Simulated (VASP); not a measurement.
# SnTe in VASP: a series of runs, part 3 of 3

VASP 6.6.1. The steps go on from the part before.

### 6 Single point, r2SCAN

The input, POSCAR:

```
SnTe
1.0
    0.0000000000      3.1508500000      3.1508500000
    3.1508500000      0.0000000000      3.1508500000
    3.1508500000      3.1508500000      0.0000000000
Te Sn
1 1
Direct
    0.5104120000      0.4941380000      0.5059000000
    0.0035920000     -0.0098350000     -0.0035280000
```

The input, INCAR.step1:

```
PREC = Accurate
ENCUT = 520
ISMEAR = -1
SIGMA = 0.05
LREAL = F
LASPH = T
NELM = 100
NBANDS = 17
GGA = PE
ALGO = Normal
EDIFF = 1E-4
LWAVE = T
LCHARG = F
```

The input, INCAR.step2:

```
PREC = Accurate
ENCUT = 520
EDIFF = 1E-7
ISMEAR = -1
SIGMA = 0.05
LREAL = F
LASPH = T
NELM = 100
ALGO = Normal
ISIF = 2
LWAVE = F
LCHARG = F
METAGGA = R2SCAN
LMIXTAU = T
NBANDS = 17
ISTART = 1
```

The input, KPOINTS:

```
Automatic mesh
0
Gamma
  5 5 5
```

Potentials or basis: VASP PAW PBE potentials, release 64 (Te, Sn_d).

Run with:

```console
cat potpaw_PBE.64/Te/POTCAR potpaw_PBE.64/Sn_d/POTCAR > POTCAR
cp INCAR.step1 INCAR
mpirun -np 1 vasp_std > vasp.out
cp INCAR.step2 INCAR
mpirun -np 1 vasp_std > vasp.out
```

OUTCAR:

```text
PREC = Accurate
   ENCUT = 520
   EDIFF = 1E-7
   ISMEAR = -1
   LREAL = F
   LASPH = T
   NELM = 100
   ISIF = 2
   METAGGA = R2SCAN
   ISTART = 1

 ion  position               nearest neighbor table
   1  0.510  0.494  0.506-   2 3.10   2 3.11   2 3.12   2 3.19   2 3.19   2 3.20
   2  0.004  0.990  0.996-   1 3.10   1 3.11   1 3.12   1 3.19   1 3.19   1 3.20

  LATTYP: Found a face centered cubic cell.
 ALAT       =     6.3017000000

  Lattice vectors:

 A1 = (   0.0000000000,   3.1508500000,   3.1508500000)
 A2 = (   3.1508500000,   0.0000000000,   3.1508500000)
 A3 = (   3.1508500000,   3.1508500000,   0.0000000000)

Analysis of symmetry for initial positions (statically):
[... 5 lines left out ...]
 face centered cubic supercell.

 Subroutine GETGRP returns: Found  1 space group operations
 (whereof  1 operations were pure point group operations)
 out of a pool of 48 trial point group operations.

The static configuration has the point symmetry C_1 .

Analysis of symmetry for dynamics (positions and initial velocities):
[... 5 lines left out ...]
 face centered cubic supercell.

 Subroutine GETGRP returns: Found  1 space group operations
 (whereof  1 operations were pure point group operations)
 out of a pool of 48 trial point group operations.

The dynamic configuration has the point symmetry C_1 .

 Subroutine INISYM returns: Found  1 space group operations
 (whereof  1 operations are pure point group operations),
 and found     1 'primitive' translations

----------------------------------------------------------------------------------------

                                     Primitive cell

  volume of cell :      62.5624

  direct lattice vectors                    reciprocal lattice vectors
     0.000000000  3.150850000  3.150850000    -0.158687338  0.158687338  0.158687338
     3.150850000  0.000000000  3.150850000     0.158687338 -0.158687338  0.158687338
     3.150850000  3.150850000  0.000000000     0.158687338  0.158687338 -0.158687338

  length of vectors
     4.455974803  4.455974803  4.455974803     0.274854533  0.274854533  0.274854533

  position of ions in fractional coordinates (direct lattice)
     0.510412000  0.494138000  0.505900000
     0.003592000  0.990165000  0.996472000

  ion indices of the primitive-cell ions
   primitive index   ion index
                 1           1
                 2           2

----------------------------------------------------------------------------------------

 KPOINTS: Automatic mesh

Automatic generation of k-mesh.
 Grid dimensions read from file:
 generate k-points for:    5    5    5

 Generating k-lattice:

  Cartesian coordinates                     Fractional coordinates (reciprocal lattice)
    -0.031737468  0.031737468  0.031737468     0.200000000  0.000000000  0.000000000
     0.031737468 -0.031737468  0.031737468     0.000000000  0.200000000  0.000000000
     0.031737468  0.031737468 -0.031737468     0.000000000  0.000000000  0.200000000

  Length of vectors
     0.054970907  0.054970907  0.054970907

  Shift w.r.t. Gamma in fractional coordinates (k-lattice)
     0.000000000  0.000000000  0.000000000

 Subroutine IBZKPT returns following result:
 ===========================================

 Found     63 irreducible k-points:

 Following reciprocal coordinates:
            Coordinates               Weight
  0.000000  0.000000  0.000000      1.000000
  0.200000  0.000000  0.000000      2.000000
  0.000000  0.200000  0.000000      2.000000
  0.000000  0.000000  0.200000      2.000000
  0.200000  0.200000  0.200000      2.000000
  0.400000  0.000000  0.000000      2.000000
[... 16 lines left out ...]
  0.200000  0.400000  0.400000      2.000000
  0.400000  0.000000  0.200000      2.000000
 [... further k-points ...]
   k-points           NKPTS =     63   k-points in BZ     NKDIM =     63   number of bands    NBANDS=     17
   number of dos      NEDOS =    301   number of ions     NIONS =      2
   total plane-waves  NPLWV =  46656
   dimension x,y,z NGX =    36 NGY =   36 NGZ =   36
   dimension x,y,z NGXF=    72 NGYF=   72 NGZF=   72
   ions per type =               1   1
   NGX,Y,Z   is equivalent  to a cutoff of  13.43, 13.43, 13.43 a.u.
   NGXF,Y,Z  is equivalent  to a cutoff of  26.86, 26.86, 26.86 a.u.
 SYSTEM =  unknown system
   PREC   = accura    normal or accurate (medium, high low for compatibility)
   ISTART =      1    job   : 0-new  1-cont  2-samecut
   ICHARG =      0    charge: 1-file 2-atom 10-const
   ISPIN  =      1    spin polarized calculation?
   LNONCOLLINEAR =      F non collinear calculations
   LSORBIT =      F    spin-orbit coupling
   LASPH  =      T    aspherical Exc in radial PAW
   ENCUT  =  520.0 eV  38.22 Ry    6.18 a.u.   8.29  8.29  8.29*2*pi/ulx,y,z
   NELM   =    100;   NELMIN=  2; NELMDL=  0     # of ELM steps
   EDIFF  = 0.1E-06   stopping-criterion for ELM
   LREAL  =      F    real-space projection
   EDIFFG = 0.1E-05   stopping-criterion for IOM
   NSW    =      0    number of steps for IOM
   IBRION =     -1    ionic relax: 0-MD 1-quasi-New 2-CG
   NFREE  =      0    steps in history (QN), initial steepest desc. (CG)
   ISIF   =      2    stress and relaxation
   ISYM   =      2    0-nonsym 1-usesym 2-fastsym
   POTIM  = 0.5000    time-step for ionic-motion
   TEBEG  =    0.0;   TEEND  =   0.0 temperature during run
   PSTRESS=    0.0 pullay stress
   NELECT =      20.0000    total number of electrons
   NUPDOWN=      -1.0000    fix difference up-down
   EMIN   =  10.00;   EMAX   =-10.00  energy-range for DOS
   EFERMI =   0.00;   METHOD = LEGACY
   ISMEAR =    -1;   SIGMA  =   0.05  broadening in eV -4-tet -1-fermi 0-gaus
   EFERMI_NEDOS =   21; number of points for ismear=-14 and -15
   IALGO  =     38    algorithm
   IMIX   =      4    mixing-type and parameters
     AMIX     =   0.40;   BMIX     =  1.00
     AMIX_MAG =   1.60;   BMIX_MAG =  1.00
  volume/ion in A,a.u.               =      31.28       211.10
  Fermi-wavevector in a.u.,A,eV,Ry     =   1.119387  2.115336 17.048485  1.253028
  Thomas-Fermi vector in A             =   2.256026
   LORBIT       =      0    0 simple, 1 ext, 2 COOP (PROOUT), +10 PAW based schemes
   METAGGA = R2SCAN    functional components
   LHFCALC =     F    Hartree Fock is set to
   AEXX    =    0.0000 exact exchange contribution
   IVDW    =     0    specifies the selected vdW correction
   LEPSILON=     F    determine dielectric tensor
   LRPA    =     F    only Hartree local field effects (RPA)
 non-spin polarized calculation
  energy-cutoff  :      520.00
  volume of cell :       62.56
 maximum number of plane-waves:      1694
 NGX is ok and might be reduce to    36

 number of electron      20.0000000 magnetization

 Free energy of the ion-electron system (eV)
  ---------------------------------------------------
  ext. energy  EPLUGINS =         0.00000000
  ---------------------------------------------------
  free energy    TOTEN  =       -50.67575310 eV

  energy without entropy =      -50.67571790  energy(sigma->0) =      -50.67573550

 E-fermi :   7.0882     XC(G=0): -10.0716

 val. band max:        6.6728282015   @ k =   0.0000   0.4000   0.0000
 cond. band min:       7.5294595113   @ k =   0.4000   0.4000   0.4000
 fundamental gap:      0.8566313097
 Fermi energy:         7.0882366072

 k-point     1 :       0.0000    0.0000    0.0000
  band No.  band energies     occupation
      1     -15.7447      2.00000
      2     -15.7445      2.00000
      3     -15.7332      2.00000
      4     -15.7329      2.00000
      5     -15.7323      2.00000
      6      -6.4945      2.00000
[... 9 lines left out ...]
     16      12.0376      0.00000
     17      14.0612      0.00000

 k-point     2 :       0.2000    0.0000    0.0000
  band No.  band energies     occupation
      1     -15.7466      2.00000
      2     -15.7463      2.00000
      3     -15.7324      2.00000
      4     -15.7310      2.00000
      5     -15.7302      2.00000
      6      -6.1461      2.00000
[... 9 lines left out ...]
     16      12.8059      0.00000
     17      16.2771      0.00000
[... 421 lines left out ...]
 k-point    24 :       0.4000    0.0000    0.2000
  band No.  band energies     occupation
      1     -15.7552      2.00000
      2     -15.7445      2.00000
      3     -15.7334      2.00000
      4     -15.7265      2.00000
      5     -15.7250      2.00000
      6      -5.3694      2.00000
[... 9 lines left out ...]
     16      16.0506      0.00000
     17      17.0770      0.00000

 [... further k-points ...]

------------------------ aborting loop because EDIFF is reached ----------------------------------------

  FORCE on cell =-STRESS in cart. coord.  units (eV):
  Direction    XX          YY          ZZ          XY          YZ          ZX
  --------------------------------------------------------------------------------------
  -------------------------------------------------------------------------------------
  Total        0.6429770      0.6487278      0.6388113      0.0128671      0.0103319      0.0084993
  in kB       16.4661789     16.6134530     16.3594997      0.3295163      0.2645922      0.2176608
  external PRESSURE =      16.4797105 kB  Pullay stress =       0.0000000 kB

 VOLUME and BASIS-vectors are now :
 -----------------------------------------------------------------------------
  energy-cutoff  :      520.00
  volume of cell :       62.56
      direct lattice vectors                 reciprocal lattice vectors
     0.000000000  3.150850000  3.150850000    -0.158687338  0.158687338  0.158687338
     3.150850000  0.000000000  3.150850000     0.158687338 -0.158687338  0.158687338
     3.150850000  3.150850000  0.000000000     0.158687338  0.158687338 -0.158687338

 POSITION                                       TOTAL-FORCE (eV/Angst)
 -----------------------------------------------------------------------------------
      3.15097      3.20225      3.16519         0.022934      0.027410      0.018597
      6.25960      3.15105      3.13118        -0.022934     -0.027410     -0.018597
 -----------------------------------------------------------------------------------
    total drift:                               -0.000056     -0.000097      0.000139

  FREE ENERGIE OF THE ION-ELECTRON SYSTEM (eV)
  ---------------------------------------------------
  free  energy   TOTEN  =       -50.6757530973 eV

  energy  without entropy=      -50.6757178960  energy(sigma->0) =      -50.67573550
```

OUTCAR.step1:

```text
PREC = Accurate
   ENCUT = 520
   ISMEAR = -1
   LREAL = F
   LASPH = T
   NELM = 100
[... 699 lines left out ...]
 -----------------------------------------------------------------------------------
      3.15097      3.20225      3.16519         0.002019      0.002078      0.001755
      6.25960      3.15105      3.13118        -0.002019     -0.002078     -0.001755
 -----------------------------------------------------------------------------------
    total drift:                               -0.000425     -0.000525     -0.000207

  FREE ENERGIE OF THE ION-ELECTRON SYSTEM (eV)
  ---------------------------------------------------
  free  energy   TOTEN  =        -7.5477564032 eV

  energy  without entropy=       -7.5477200615  energy(sigma->0) =       -7.54773823
```

Run time: 16 min. Hardware: 1 thread of AMD EPYC 7R13, shared host; peak memory 0.23 GiB.

What came out:

```yaml
Free_energy: -50.6758 eV
Pressure: 1.6 GPa
Largest_force: 0.040 eV/Å
Band_gap_on_the_k_mesh: 0.86 eV, indirect (least direct gap 0.87 eV)
```

Forces on the atoms (eV/Å):
```
Te   0.023  0.027  0.019
Sn  -0.023 -0.027 -0.019
```

Caveat: the PAW data sets were made with another functional, which shifts forces and pressure a little; spin-orbit coupling is left out, which moves the levels of the heavy elements.

### 7 Summary

```csv
level,k mesh,smearing,gap on the mesh (eV),pressure (GPa)
PBE,7 × 7 × 7,fermi-dirac 0.1 eV,-,2.2
PBE,8 × 8 × 8,fermi-dirac 0.1 eV,0.10,2.2
PBE,10 × 10 × 10,fermi-dirac 0.1 eV,0.10,2.2
PBE,12 × 12 × 12,fermi-dirac 0.1 eV,-,2.2
r2SCAN,5 × 5 × 5,fermi-dirac 0.05 eV,0.86,1.6
```

Some of these runs hold the atoms at other places in the same cell, which the table doesn't show; runs alike in all that it shows share one row.

Alike in all rows: task single point; potentials or basis VASP PAW PBE potentials, release 64 (Te, Sn_d); no spin polarisation; cell as given; cutoff (eV) 520.

On the cell as given the gap runs from 0.10 eV (PBE) to 0.86 eV (r2SCAN); the meshes differ, which moves gaps too. The pressure there spans 1.6 GPa (r2SCAN) to 2.2 GPa (PBE); a positive pressure means that this level wants a larger cell, a negative one a smaller.

Caveats: spin-orbit coupling is left out, which moves the levels of the heavy elements; the PAW data sets were made with another functional, which shifts forces and pressure a little (some runs).

Total energies depend on the potentials used, so only differences within one code and one set of settings carry meaning.

### 8 How close it comes

Step 3. Against the measured gap of SnTe, 0.18 eV (direct; 300 K; a printed reference work, textbook), the calculated 0.10 eV is off by -0.08 eV. Spin-orbit coupling on Sn, Te is left out. The value is that of PBE on a finite k mesh, which can miss the band edges, without temperature or zero-point motion. Semilocal functionals fall short of measured gaps as a rule.

Step 4. A measured gap of SnTe is 0.18 eV (direct; 300 K; a printed reference work, textbook); the calculated 0.10 eV misses it by -0.08 eV. Spin-orbit coupling on Sn, Te is left out. The value is that of PBE on a finite k mesh, which can miss the band edges, without temperature or zero-point motion. Semilocal functionals fall short of measured gaps as a rule.
